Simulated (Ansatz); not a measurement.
**Ga2AsP: a single-point run**

Wanted: a converged single-point run for Ga2AsP, and a check of what comes out. The structure is shown as the input types it. The cell is built on a prototype (ordering on rocksalt) and needn't be the phase found in nature.

Method: density functional or hybrid calculation with the settings of its input, plane waves (as first typed), in Ansatz 0.2.0.

5 further runs of the same task are left out: 1 for a known fault of the program, 4 that didn't finish.

**1. Starting point**

The structure is tetragonal, space group P4/mmm (No. 123). Conventional cell: a = 3.671 Å, b = 3.671 Å, c = 5.312 Å, α = 90.00°, β = 90.00°, γ = 90.00°. P (site symmetry 4/mmm) is surrounded by 6 Ga at 2.60 to 2.66 Å. Ga (site symmetry 4/mmm) is surrounded by 4 As at 2.60 Å and 2 P at 2.66 Å. As (site symmetry 4/mmm) has 6 Ga at 2.60 to 2.66 Å as nearest neighbours. Ga (site symmetry 4/mmm) has 4 P at 2.60 Å and 2 As at 2.66 Å as nearest neighbours.

The input asks for a charge of +0.1 e on the cell.

Structure file:

```cif
data_structure
_symmetry_space_group_name_H-M 'P4/mmm'
_symmetry_Int_Tables_number 123
_cell_length_a 3.6706
_cell_length_b 3.6706
_cell_length_c 5.3120
_cell_angle_alpha 90.000
_cell_angle_beta 90.000
_cell_angle_gamma 90.000
_cell_volume 71.57
loop_
_atom_site_label
_atom_site_type_symbol
_atom_site_symmetry_multiplicity
_atom_site_Wyckoff_symbol
_atom_site_fract_x
_atom_site_fract_y
_atom_site_fract_z
_atom_site_occupancy
P1 P 1 a 0.00000 0.00000 0.00000 1
Ga1 Ga 1 b 0.00000 0.00000 0.50000 1
As1 As 1 d 0.50000 0.50000 0.50000 1
Ga2 Ga 1 c 0.50000 0.50000 0.00000 1
```

**2. Input and run**

input.yaml

```yaml
crystal:
  lattice:
    - [3.6705514945, 0.0, 0.0]
    - [0.0, 3.6705514945, 0.0]
    - [0.0, 0.0, 5.3120193956]
  atoms:
    - { symbol: P, position: [0.0, 0.0, 0.0] }
    - { symbol: Ga, position: [0.0, 0.0, 0.5] }
    - { symbol: As, position: [0.5, 0.5, 0.5] }
    - { symbol: Ga, position: [0.5, 0.5, 0.0] }
kpoints:
  mp_grid: { grid: [6, 6, 4] }
hamiltonian:
  xc: pbe
scf:
  occupations: { method: fermi_dirac, width: 0.02 }
  n_extra_bands: 5
  max_iter: 55
output:
  forces: true
  stress: true
  eigenvalues: true
total_charge: 0.1
```

Launch:

```sh
$ ansatz run input.yaml --threads 4 --pin off --max-ram 3686MiB --backend cpu --events-out ev --progress --plain --runs-dir out
```

What happens when this is run?

This run ends as converged. Convergence says nothing about whether the input makes sense.

In the input, total_charge is 0.1. The net charge is not the one intended, so the run treats another number of electrons.

Run again and compare: delete total_charge (the default then holds).
